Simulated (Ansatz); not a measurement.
## Bi in Ansatz: convergence with n extra bands

Input of the first run (n extra bands 1); the others differ in this setting and in those tied to it:

The input input.yaml:

```yaml
crystal:
  lattice:
    - [2.2675, 1.3091417354, 3.938]
    - [-2.2675, 1.3091417354, 3.938]
    - [0.0, -2.6182834708, 3.938]
  atoms:
    - { symbol: Bi, position: [0.766, 0.766, 0.766] }
    - { symbol: Bi, position: [0.234, 0.234, 0.234] }
kpoints:
  mp_grid: { grid: [7, 7, 7] }
scf:
  occupations: { method: fermi_dirac, width: 0.05 }
  n_extra_bands: 1
hamiltonian:
  xc: pbesol
  pseudopotentials: { kind: all_electron, lapw: { basis_error: 0.001 } }
output:
  forces: true
  stress: true
  eigenvalues: true
```

Potentials or basis: all-electron LAPW, scalar-relativistic.

Launch:

```bash
$ ansatz run input.yaml --threads 1 --pin off --max-ram 3072MiB --backend cpu --events-out ev --progress --plain --runs-dir out
```

Hardware: 1 thread of Intel(R) Xeon(R) Processor @ 2.50GHz (Skylake/Cascade Lake), on a shared host.

| n extra bands | energy less the tightest run, at zero smearing (meV/atom) | SCF cycles | CPU time (s) | peak memory (GiB) |
| --- | --- | --- | --- | --- |
| 1 | 0.01 | 8 | 29 | 0.37 |
| 2 | 0.01 | 8 | 34 | 0.37 |
| 4 | 0.01 | 8 | 32 | 0.36 |
| 8 | 0.01 | 8 | 32 | 0.37 |
| 16 | 0.00 | 7 | 35 | 0.38 |
| 32 | 0.00 | 6 | 46 | 0.42 |

Against the tightest run, the energy stays within 1 meV/atom from 1 on. The tightest run that finished is the yardstick and may itself not be fully converged.

Caveat, for the tightest run too: spin-orbit coupling is left out, which as a rule narrows the gap of such compounds by several tenths of an eV; an odd mesh through Γ misses points on the zone boundary, where band edges often lie.
